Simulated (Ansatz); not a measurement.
Bi under changes of volume

One of the cells (35.070 Å³/atom); the others are scaled copies at fixed shape and fractional positions:

```xyz
2
Lattice="2.2675 1.3091 3.9380 -2.2675 1.3091 3.9380 0.0000 -2.6183 3.9380" Properties=species:S:1:pos:R:3 pbc="T T T"
Bi    0.0000    0.0000    9.0495
Bi    0.0000    0.0000    2.7645
```

- Program: Ansatz 0.2.0
- Functional: PBEsol
- Potentials or basis: Ansatz PAW
- Cutoff: 420 eV (not typed: the program's choice for these potentials)
- k mesh: 7 × 7 × 7
- Occupations: fermi-dirac, width 0.05 eV
- Spin: no spin polarisation

```tsv
volume (Å³/atom)	energy over the lowest point (meV/atom)	pressure (GPa)	gap on the mesh (eV)	largest force (eV/Å)
32.965	16.67	3.1	0.29	0.433
33.667	6.00	1.8	0.28	0.324
34.368	0.63	0.7	0.27	0.224
35.070	0.00	-0.4	0.26	0.129
35.771	?	?	?	?
36.472	10.95	-2.1	0.24	0.041
37.174	21.67	-2.8	0.24	0.118
```

Question: What does the run at 35.771 Å³/atom give?

Answer: Energy over the lowest point 3.59 meV/atom; pressure -1.3 GPa; gap on the mesh 0.25 eV; largest force 0.041 eV/Å.

Worked out: A Birch-Murnaghan fit of order 3 (a polynomial in V^(-2/3)) to the other rows has its minimum at 34.82 Å³/atom with B0 = V·E''(V) = 50 GPa and B' = 4.7 at fixed shape and positions, which overstates the stiffness. It gives 3.59 meV/atom at 35.771 Å³/atom, against the run's 3.59, and -dE/dV = -1.3 GPa, against -1.3. A straight line through the other rows of the gap, of slope -0.442 eV per unit of ln V, gives 0.25 eV, against the run's 0.25.

Energies are extrapolated to zero smearing.

Caveats: odd divisions of the mesh miss points on the zone boundary, where band edges often lie, so the gap on the mesh can be too wide; spin-orbit coupling is left out, which as a rule narrows the gap of such compounds by several tenths of an eV; the PAW data sets come from PBE, with cores solved anew for the run's functional, which leaves a small shift of forces and pressure.

A mesh can miss the band edges.
